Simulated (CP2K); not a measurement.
Crystal: WC (Qusongite).

```
W C
1.0
     2.90650    0.00000    0.00000
    -1.45325    2.51710    0.00000
     0.00000    0.00000    2.83660
W C
1 1
Direct
  0.00000 0.00000 0.00000
  0.66667 0.33333 0.50000
```

Program: CP2K 2026.2. Alike in all runs: task band structure; no spin polarisation; cell as given; k mesh 10 × 10 × 9.

Q: Order these runs on this cell by their pressure, lowest first.
A. level r2SCAN; potentials or basis POTENTIAL_UZH W GTH-SCAN-q14, C GTH-SCAN-q4; TZVP-MOLOPT-SCAN-GTH basis; smearing fermi-dirac 0.0259 eV; EPS_DEFAULT 1.0E-10; NGRIDS 4; points a segment of the path (NPOINTS) 10; bands added on the path 4; CUTOFF of the grids 675 Ry
B. level PBE; potentials or basis POTENTIAL_UZH W GTH-PBE-q14, C GTH-PBE-q4; TZVP-MOLOPT-PBE-GTH basis; smearing fermi-dirac 0.01 eV; EPS_DEFAULT 1.0E-9; NGRIDS 4; points a segment of the path (NPOINTS) 8; bands added on the path 2; CUTOFF of the grids 450 Ry
C. level LDA; potentials or basis GTH_POTENTIALS W GTH-PADE-q14, C GTH-PADE-q4; TZVP-MOLOPT-PBE-GTH basis; smearing fermi-dirac 0.1 eV; EPS_DEFAULT 1.0E-9; NGRIDS 5; points a segment of the path (NPOINTS) 6; bands added on the path 6; CUTOFF of the grids 450 Ry

A: C (-37.4 GPa), A (-3.4 GPa), B (2.7 GPa).

Caveats: the basis of atomic orbitals isn't converged, which shifts pressures, moduli and gaps; a pressure of tens of GPa on the cell as given is suspect, and the run, the potentials or the cell itself is likely at fault (some runs).
